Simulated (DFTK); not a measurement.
The system is Ge.

```
Ge
1.0
    -1.60842    1.60842    1.87318
     1.60842   -1.60842    1.87318
     1.60842    1.60842   -1.87318
Ge
1
Direct
  0.50000 0.50000 0.00000
```

The cell was built by a generator and needn't be a form met in nature.

Base run:

```yaml
Program: DFTK 0.8.2
Functional: AM05
Potentials_or_basis: SG15 1.2 (PBE)
Cutoff: 1225 eV
k_mesh: 12 × 12 × 12
Occupations: fermi-dirac, width 0.05 eV
Spin: no spin polarisation
```

Its results: band gap on the k mesh none (metal or under the smearing width); pressure -3.5 GPa.

Q: The run is repeated on the same cell with these changes: functional from AM05 to BLYP. What comes out?

A: Band gap on the k mesh none (metal or under the smearing width); pressure 5.6 GPa.

BLYP binds less tightly than AM05, so the same cell stands under more pressure.

Caveats: the potentials were made for another functional, which shifts forces and pressure.
